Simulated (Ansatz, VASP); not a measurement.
**One calculation of C, two programs**

INCAR

```
ALGO = Normal
EDIFF = 1E-6
EDIFFG = -0.01
ENCUT = 600
GGA = PE
IBRION = 2
ISIF = 3
ISMEAR = 0
LASPH = T
LCHARG = F
LREAL = F
LWAVE = F
NELM = 100
NSW = 100
PREC = Accurate
SIGMA = 0.02
```

File KPOINTS:

```
k-points
0
Gamma
  12 12 6
```

The input POSCAR:

```
C
1.0
    2.8612988752      0.0000000000      0.0000000000
    0.0000000000      2.8612988752      0.0000000000
    0.0000000000      0.0000000000      7.1687782392
C
10
Direct
    0.5000000000      0.5000000000      0.0000000000
    0.5000000000      0.5000000000      0.5000000000
    0.1587874617      0.7090365530      0.6505256900
    0.8412125383      0.2909634470      0.6505256900
    0.7090365530      0.8412125383      0.3494743100
    0.2909634470      0.1587874617      0.3494743100
    0.1587874617      0.2909634470      0.1505256900
    0.8412125383      0.7090365530      0.1505256900
    0.7090365530      0.1587874617      0.8494743100
    0.2909634470      0.8412125383      0.8494743100
```

Input for Ansatz:

```yaml
crystal:
  lattice:
    - [2.8612988752, 0.0, 0.0]
    - [0.0, 2.8612988752, 0.0]
    - [0.0, 0.0, 7.1687782392]
  atoms:
    - { symbol: C, position: [0.5, 0.5, 0.0] }
    - { symbol: C, position: [0.5, 0.5, 0.5] }
    - { symbol: C, position: [0.1587874617, 0.709036553, 0.65052569] }
    - { symbol: C, position: [0.8412125383, 0.290963447, 0.65052569] }
    - { symbol: C, position: [0.709036553, 0.8412125383, 0.34947431] }
    - { symbol: C, position: [0.290963447, 0.1587874617, 0.34947431] }
    - { symbol: C, position: [0.1587874617, 0.290963447, 0.15052569] }
    - { symbol: C, position: [0.8412125383, 0.709036553, 0.15052569] }
    - { symbol: C, position: [0.709036553, 0.1587874617, 0.84947431] }
    - { symbol: C, position: [0.290963447, 0.8412125383, 0.84947431] }
basis:
  ecutwfc: 420
kpoints:
  mp_grid: { grid: [12, 12, 6] }
hamiltonian:
  xc: pbe
scf:
  occupations: { method: gaussian, width: 0.02 }
output:
  forces: true
  stress: true
  eigenvalues: true
  write_density: true
  write_potential: true
  elf: true
  volumetric_format: npy
relax:
  adjacent_minimum: "off"
  f_tol: 0.01
  max_steps: 80
  cell: { stress_tol: 0.05 }
```

Alike in both runs: task relaxation of cell and atoms; functional PBE; k mesh 12 × 12 × 6; occupations gaussian, width 0.02 eV; no spin polarisation.

|  | VASP | Ansatz |
| --- | --- | --- |
| version | VASP 6.6.1 | Ansatz 0.2.0 |
| potentials or method | VASP PAW PBE potentials, release 64 (C) | scalar-relativistic, plane waves, PAW |
| plane-wave cutoff (eV) | 600 | 420 |
| valence electrons in the cell | 40 | 40 |

Ansatz gave:

```
gap on the k mesh at the Fermi level, each at its own relaxed structure (eV) : 0.44
relaxed volume (Å³/atom)                                                     : 5.89
relaxed cell length with the largest relative difference (Å)                 : 2.867
```

Estimate VASP's values.

gap on the k mesh at the Fermi level, each at its own relaxed structure (eV): 0.51; relaxed volume (Å³/atom): 5.88; relaxed cell length with the largest relative difference (Å): 2.865.
